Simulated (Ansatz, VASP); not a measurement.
**Sb in VASP and in Ansatz**

```xyz
1
Lattice="3.0416 0.0000 0.0000 0.0000 3.0416 0.0000 0.0000 0.0000 3.0416" Properties=species:S:1:pos:R:3 pbc="T T T"
Sb    0.0000    0.0000    0.0000
```

Alike in both runs: functional LDA; k mesh 14 × 14 × 14; occupations gaussian, width 0.1 eV; no spin polarisation.

Ansatz relaxed the structure, and its values are those at the end. VASP's run is a single point on that final structure, the one shown.

|  | VASP | Ansatz |
| --- | --- | --- |
| version | VASP 6.6.1 | Ansatz 0.2.0 |
| potentials or method | VASP PAW LDA potentials, release 64 (Sb) | scalar-relativistic, plane waves, PAW |
| plane-wave cutoff (eV) | 520 | 420 |
| valence electrons in the cell | 5 | 15 |

```tsv
	VASP	Ansatz	Ansatz less VASP
gap on the k mesh at the Fermi level (eV)	none	none	-
pressure (GPa)	0.2	0.0	-0.21
```

A gap of «none» marks a metal or a gap that the smearing closes. The two sets of potentials don't hold the same shells in valence. Ansatz warned: «pseudo_functional_mismatch».

Spin-orbit coupling is left out, which matters for the levels of Sb.
